### Question

A crystal of SnO is stretched and compressed along its x axis in an LDA calculation. The two other cell lengths stay fixed, and so do the fractional coordinates of the atoms. Strain is the relative change of the length along x, negative in compression. Energy change is counted per atom from strain 0, and the tensile stress along pattern is the pull along x.

SnO (Pmn2_1, 4 atoms in the cell, 20.09 Å³ per atom at strain 0) in LDA with Ansatz 0.2.0, scalar-relativistic plane-wave PAW with PBE datasets, no spin polarisation. Cutoff 420 eV, k mesh 8×6×6, Gaussian smearing 0.05 eV. The starting cell was not relaxed at this level and is strained along x only, with fractional coordinates fixed; pressure is positive in compression.

```csv
strain,energy change (meV/atom),tensile stress along pattern (GPa),pressure (GPa)
-0.1,35.2,-15.08,5.98
-0.075,-0.3,-7.87,2.22
-0.05,-15.6,-2.04,-0.86
-0.025,-14.3,2.64,-3.38
0,0.0,6.39,-5.46
0.025,24.9,9.37,-7.16
0.05,58.1,11.73,-8.56
0.075,97.9,13.59,-9.71
0.0875,?,?,?
0.1,?,?,?
```

(a) Why does the energy fall when the cell is first compressed? (b) Does the stress reach its maximum by a strain of 0.1? (c) Predict stress and energy at the two open strains, with error bars.

### Model answer

**(a)** The starting cell is not at equilibrium. At strain 0 it already carries a tension of 6.39 GPa along x, so a small compression releases energy, as with a spring that is already stretched. The stress passes through zero near strain −0.04, and the lowest listed energy lies close by, at −0.05. LDA often binds too strongly, which may add to this tension, but the origin of the starting cell is not known and the PAW datasets were made for another functional, PBE, so the share of LDA can't be separated.

That point is a minimum along this path only. The pressure, positive in compression, is minus the mean of the three normal stresses. Where the pull along x vanishes, it still implies a mean tension of about 2.9 GPa in the two lateral directions. The atoms, too, still feel forces at strain −0.05. A relaxed crystal would therefore differ both in shape and in the positions of its atoms.

**(b)** Two limits frame the answer. Under strong compression the electron clouds of neighbouring atoms overlap, and their repulsion outgrows every attraction. At very large separation both forces die away, so the stress must return to zero. Somewhere in between, the tension has a maximum, and the question is whether the scan gets that far.

The symmetry of the cell tells which bonds respond. Each tin atom has three close oxygen neighbours: one in its own mirror plane, perpendicular to x, and a pair reaching out to either side. Strain along x changes the length of the pair and leaves the third bond as it is. Longer contacts change too, but the argument here takes the forces in this pair as the main part of the response.

Think of the stress as a pull minus a push. The push comes from overlap and fades roughly exponentially as atoms move apart, while the pull changes more slowly. Stretching raises the net tension chiefly because it removes push, and each further step finds less push left to remove. This division is a theoretical argument, since the calculation gives only the total.

The table has the pattern that this argument leads to. The stress climbs by 288 GPa per unit strain at the compressed end, but by only 74 between 0.05 and 0.075. Each equal step adds about four fifths of the gain before it. For the maximum to arrive by 0.1, the gain would have to collapse within one step, after shrinking by only about a fifth at a time. The forecast is therefore that the stress is still rising at both open strains, with no maximum by 0.1. Its mean slope from 0.075 to 0.1 should be positive but smaller than in the preceding step, and the energy should rise ever more steeply.

**(c)** The ratio of successive gains also holds a finer clue. With a constant pull and an exponential push it would stay the same from step to step. In fact it drifts down from 0.81 to 0.79, as it would if the pull weakened a little with distance. The pair of bonds also turns towards x as the cell lengthens, which affects the ratio too, so the drift is a hint and not a proof. A simple formula with a fading push and a weakening pull is

$$\sigma(\varepsilon)=A-B\,\varepsilon-C\,e^{-s\varepsilon},$$

where $\sigma$ is the stress along x and $\varepsilon$ the strain. The straight line $A-B\varepsilon$ stands for the pull and the exponential for the push. The four constants were fitted to the eight known rows; they trade against one another and are not material properties.

Energy follows from stress without a new constant. Because the lateral area is fixed, a small strain $d\varepsilon$ costs the work $V_0\,\sigma\,d\varepsilon$ per atom, with $V_0$ = 20.09 Å³ the starting volume per atom.

The step to strain 0.1 can be worked by hand. The last known gain is 13.59 − 11.73 = 1.86 GPa; multiplied by 0.79 it gives a next gain of 1.47 GPa and a stress of 15.06 GPa. The mean stress over the step is then about 14.3 GPa. Multiplied by the strain step of 0.025 and by $V_0$, this is 7.2 GPa Å³, or 45 meV, since 1 GPa Å³ is 6.24 meV. Added to the known 97.9, it gives about 143 meV/atom.

The fitted formula gives nearly the same stress, and its values are the forecast:

- strain 0.0875: stress 14.35 ± 0.13 GPa, energy change 119.8 ± 0.3 meV/atom
- strain 0.1: stress 15.02 ± 0.20 GPa, energy change 142.8 ± 0.7 meV/atom

The stress bars show how far the forecast moves when the force law is changed. One alternative keeps the pull constant; the other is a Morse force, in which the pull also decays exponentially. The larger shift of the two is taken as the error. The energy bars carry this error over the whole strain since 0.075 and add 0.1 meV/atom for rounding. All the bars are a judgement about the choice of formula and don't cover a sudden change of electronic state, of which the known stresses and energies give no sign.

### The computed values

The withheld rows as computed:

```csv
strain,energy change (meV/atom),tensile stress along pattern (GPa),pressure (GPa)
0.0875,119.8,14.36,-10.21
0.1,142.9,15.03,-10.66
```

The stress is still rising at both strains, and no maximum appears. The forecasts are low by about 0.01 GPa, less than 0.1 % of the computed stress. The mean slope over the last full step is 58 GPa, positive and smaller than the 74 before it. The energy also steepens as forecast, and its misses are no larger than the rounding of the table allows.

### Remarks on the reasoning

The forecast did well because it asked little of the formula. The open strains lie just beyond the known ones, and the crystal continued along the same smooth curve. The energy is not an independent success, either. Most of its value at 0.1 was already known at 0.075, and the rest follows from the stress.

The error bars turned out much wider than the misses, but they were not idle. At strain 0.1 the constant pull overshoots the computed stress by 0.12 GPa, and the Morse force falls short by 0.21 GPa. Someone who had chosen the Morse force at the outset would have made an error of about the size of the bar, and with the constant pull one a little over half as large. The known rows already favoured the chosen formula, although it also has one more adjustable constant than each of the others. The printed analysis below gives the three fits side by side.

The Morse force holds a lesson about limiting cases. It is the only one of the three that returns to zero when the atoms are far apart, yet it gives the poorest forecast here. It ties the decay of the pull to that of the push, and this tie probably costs accuracy in the narrow range of the scan. The chosen formula has an absurd limit, because its straight line would end in an ever-growing compressive stress. A correct limit shows that a maximum must exist; it doesn't make a formula accurate close to the data.

For someone who works with strained material, the answer to (b) must not be read as a strength. In a real pull the sides can contract and the atoms can shift within the cell, which generally softens the response. Here both were held. Nor does the result carry over to the usual tetragonal form of SnO, which has a different structure from this cell.

Where the maximum lies remains open, even for this constrained path. The three formulas differ by only about 0.3 GPa at strain 0.1, but they disagree about what follows: with a constant pull the stress levels off and never peaks, while the other two turn over. Close agreement inside the scan can't settle that question. It takes computed points at larger strain, and for the ideal strength, that of a flawless crystal, these must also let the atoms and the lateral cell lengths relax.

Output of the analysis:

```
mean stress slope from strain -0.1 to -0.075, GPa: 288.4
mean stress slope from strain 0.05 to 0.075, GPa: 74.4
first of these slopes over the second: 3.876
smallest ratio of a stress gain to the gain before it, known rows: 0.7881
largest ratio of a stress gain to the gain before it, known rows: 0.8086
hand estimate of stress at strain 0.1 from the last gain and last ratio, GPa: 15.06
strain at zero stress along x, linear interpolation: -0.0391
mean lateral tension at that strain, GPa: 2.938
fit of sig on 8 rows: constant 25.07 +/- 0.017, coefficient of strain -17.07 +/- 0.15, coefficient of exp(-s*strain) -18.68 +/- 0.015, s 8.067; rms 0.00334, worst -0.075 0.00585, leave-one-out rms 0.0133
  rows outside the fit (model, value, miss): 0.0875 14.35, 14.36, -0.00754; 0.1 15.02, 15.03, -0.00619
fit of sig on 8 rows: constant 21.22 +/- 0.027, coefficient of exp(-s*strain) -14.86 +/- 0.019, s 8.942; rms 0.0272, worst -0.075 0.037, leave-one-out rms 0.0665
  rows outside the fit (model, value, miss): 0.0875 14.43, 14.36, 0.0665; 0.1 15.15, 15.03, 0.115
fit of sig on 8 rows: coefficient of exp(-s*strain) 59.83 +/- 0.12, coefficient of exp(-2*s*strain) -53.4 +/- 0.1, s 2.867; rms 0.0416, worst 0.075 -0.0712, leave-one-out rms 0.0977
  rows outside the fit (model, value, miss): 0.0875 14.22, 14.36, -0.137; 0.1 14.82, 15.03, -0.21
error bars of the stress forecasts at strains 0.0875 and 0.1, GPa: 0.0875 0.1298, 0.1 0.2036
largest difference of integrated stress and energy change, known rows, meV/atom: 0.07127
energy forecasts at strains 0.0875 and 0.1, meV/atom: 0.0875 119.8, 0.1 142.8
error bars of the energy forecasts, meV/atom: 0.0875 0.3034, 0.1 0.7382
computed energies at strains 0.0875 and 0.1, meV/atom: 0.0875 119.8, 0.1 142.9
energy forecast less computed value, meV/atom: 0.0875 0.01225, 0.1 -0.05074
computed mean stress slope from strain 0.075 to 0.1, GPa: 57.6
```
